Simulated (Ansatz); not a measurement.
# CoO (R-3m): scan of the energy under strain

What does a strain cost in CoO (R-3m)? Wanted for CoO (R-3m): a scan of the energy under strain.

All numbers are computed with Ansatz 0.2.0, driven from Python. Level of theory: DFT PBE, plane waves, PAW.

## (1) The system

Symmetry: R-3m, No. 166, trigonal system. Conventional cell: a = 3.011 Å, b = 3.011 Å, c = 7.320 Å, α = 90.00°, β = 90.00°, γ = 120.00°. Co (site symmetry -3m) is surrounded by 6 O at 2.12 Å. O (site symmetry -3m) is surrounded by 6 Co at 2.12 Å.

No structure file is read: the coordinates are typed or built in the script.

## (2) Script

strain.py reads:

```python
"""Energy of CoO under rhombohedral strain, ions carried with the cell."""

import warnings

import ansatz as az
import numpy as np

vectors0 = np.array([
    [1.50547, 0.869183, 2.439927],
    [-1.50547, 0.869183, 2.439927],
    [0.0, -1.738366, 2.439927],
])
sites = [
    ("Co", (0.0, 0.0, 0.0), 2.5),
    ("O", (0.5, 0.5, 0.5), 0.0),
]


def make_crystal(cell):
    crystal = az.Crystal(lattice=az.Lattice.of(cell))
    for symbol, position, moment in sites:
        crystal = crystal.atom(symbol, position, moment=moment or None)
    return crystal

warnings.simplefilter("ignore", az.DeckWarning)

# clamped ions: the fractional positions stay as typed
values = np.linspace(-0.05, 0.05, 7)
energies = []
for d in values:
    strain = d / 2 * (np.ones((3, 3)) - np.eye(3))
    cell = vectors0 @ (np.eye(3) + strain)
    calc = (
        make_crystal(cell).calculation()
        .functional(az.Functional.PBE)
        .basis(470, xc_grid=2)
        .occupations("methfessel_paxton")
        .spin("collinear")
        .scf(tolerance=1e-08, lower_state_search="off")
        .kpoints(14, 14, 14)
        .stress()
    )
    report = calc.run(threads=1).report
    energies.append(report["free_energy_ev"] / len(sites))
    s = report["stress_gpa"]
    print(f"d = {d:+.4f}  stress xx yy zz xy (GPa, compression positive): {s[0][0]:8.3f} {s[1][1]:8.3f} {s[2][2]:8.3f} {s[0][1]:8.3f}")
energies = np.array(energies)

for value, e in zip(values, energies):
    print(f"strain {value:7.3f}   E - Emin = {1000 * (e - energies.min()):9.3f} meV/atom")
curvature = 2 * np.polyfit(values, energies, 3)[1]
volume = abs(np.linalg.det(vectors0)) / len(sites)
print(f"d2E/dd2 over the volume: {curvature / volume * 160.21766:.1f} GPa")
```

## (3) The calls as engine input

The engine receives this input (first run):

```yaml
crystal:
  lattice:
    - [1.4227422500000002, 0.770548075, 2.380560675]
    - [-1.58819775, 0.845821575, 2.455834175]
    - [-0.017539025, -1.799364175, 2.48338615]
  atoms:
    - { symbol: Co, position: [0.0, 0.0, 0.0], spin: 2.5 }
    - { symbol: O, position: [0.5, 0.5, 0.5] }
basis:
  ecutwfc: 470.0
  xc_grid: 2
kpoints:
  mp_grid:
    grid: [14, 14, 14]
hamiltonian:
  xc: pbe
magnetization:
  spin_polarized: true
scf:
  convergence:
    dr2_threshold: 1.0e-08
  lower_state_search: "off"
  occupations:
    method: methfessel_paxton
output:
  stress: true
```

## (4) Running it

Started as:

```
$ python strain.py
```

Standard output:

```text
d = -0.0500  stress xx yy zz xy (GPa, compression positive):   -0.279   -0.279    0.339   -0.512
d = -0.0333  stress xx yy zz xy (GPa, compression positive):   -0.074    0.170    0.099   -0.820
d = -0.0167  stress xx yy zz xy (GPa, compression positive):    0.111    0.521   -0.153   -0.701
d = +0.0000  stress xx yy zz xy (GPa, compression positive):    0.425    0.425   -0.291   -0.000
d = +0.0167  stress xx yy zz xy (GPa, compression positive):    1.043   -0.067   -0.326    0.820
d = +0.0333  stress xx yy zz xy (GPa, compression positive):    1.372   -0.234   -0.450    0.870
d = +0.0500  stress xx yy zz xy (GPa, compression positive):    1.217   -0.434   -0.775    0.608
strain  -0.050   E - Emin =     0.179 meV/atom
strain  -0.033   E - Emin =     1.103 meV/atom
strain  -0.017   E - Emin =     2.504 meV/atom
strain   0.000   E - Emin =     3.275 meV/atom
strain   0.017   E - Emin =     2.392 meV/atom
strain   0.033   E - Emin =     0.871 meV/atom
strain   0.050   E - Emin =     0.000 meV/atom
d2E/dd2 over the volume: -38.6 GPa
```

Wall time 11 min (1 thread of Arm Neoverse V2, shared host); peak memory 1.1 GiB.

## (5) Inputs of later runs

The engine's inputs for some of the other runs:

Run 2, against run 1:

```diff
@@ -3,3 +3,3 @@
-    - [1.4227422500000002, 0.770548075, 2.380560675]
-    - [-1.58819775, 0.845821575, 2.455834175]
-    - [-0.017539025, -1.799364175, 2.48338615]
+    - [1.4503181666666667, 0.8034263833333334, 2.4003494499999998]
+    - [-1.5606218333333335, 0.8536087166666667, 2.450531783333333]
+    - [-0.011692683333333334, -1.7790314500000002, 2.4688997666666666]
```

Run 3, against run 1:

```diff
@@ -3,3 +3,3 @@
-    - [1.4227422500000002, 0.770548075, 2.380560675]
-    - [-1.58819775, 0.845821575, 2.455834175]
-    - [-0.017539025, -1.799364175, 2.48338615]
+    - [1.4778940833333334, 0.8363046916666667, 2.420138225]
+    - [-1.5330459166666668, 0.8613958583333333, 2.4452293916666665]
+    - [-0.005846341666666667, -1.7586987250000001, 2.4544133833333333]
```

Run 5, against run 1:

```diff
@@ -3,3 +3,3 @@
-    - [1.4227422500000002, 0.770548075, 2.380560675]
-    - [-1.58819775, 0.845821575, 2.455834175]
-    - [-0.017539025, -1.799364175, 2.48338615]
+    - [1.5330459166666668, 0.9020613083333333, 2.459715775]
+    - [-1.4778940833333334, 0.8769701416666666, 2.4346246083333334]
+    - [0.005846341666666665, -1.718033275, 2.4254406166666667]
```

Lines on the test bed's own set-up are left out of the output.

## (6) The engine's runs

From the records of these 7 runs:

| run | strain | energy from run 7 (meV/atom) | pressure (GPa) | moment (μB/cell) | SCF cycles | CPU time (s) |
| --- | --- | --- | --- | --- | --- | --- |
| 1 | -0.050 | 0.18 | -0.07 | 2.89 | 21 | 100 |
| 2 | -0.033 | 1.10 | 0.06 | 2.93 | 23 | 110 |
| 3 | -0.017 | 2.50 | 0.16 | 2.95 | 22 | 110 |
| 4 | 0.000 | 3.27 | 0.19 | 2.96 | 17 | 19 |
| 5 | 0.017 | 2.39 | 0.22 | 2.95 | 21 | 100 |
| 6 | 0.033 | 0.87 | 0.23 | 2.93 | 22 | 110 |
| 7 | 0.050 | 0.00 | 0.00 | 2.90 | 23 | 120 |

Energies are free energies F = E - TS of the smeared occupations. 

## (7) Summary of results

| quantity | value |
| --- | --- |
| curvature under the strain | -38.6 GPa |
| runs compared | 7 |
| range of energy | 3.27 meV/atom |
| lowest point, strain | 0.050 |

The lowest point is at the last value of the scan; the highest lies 3.3 meV/atom above it. The unstrained cell isn't the minimum along this strain, so the curvature isn't an elastic constant at equilibrium. A negative curvature there points to an instability against this strain. In CPU time, run 7 (strain 0.050) cost about 6.2 times as much as run 4 (strain 0.000). Other magnetic orders than the one started from may lie lower. Within a few hundredths of an angstrom the cell has the higher group Fm-3m; the lower one is a small distortion. The program warned that this SCF threshold is loose for forces or stresses. The curvature belongs to this strain pattern and to the cell's stress; it equals a single elastic constant only for simple patterns. In a metal a curvature from energy changes of a few meV or less hangs on mesh and smearing, in size and even in sign. With one magnetic atom the cell can hold only ferromagnetic order. Without a Hubbard U or exact exchange, semilocal functionals often make such 3d compounds metallic or too weakly gapped. The structure comes from a database of computed cells and needn't be a stable or known phase. The ions keep their fractional positions (clamped ions).
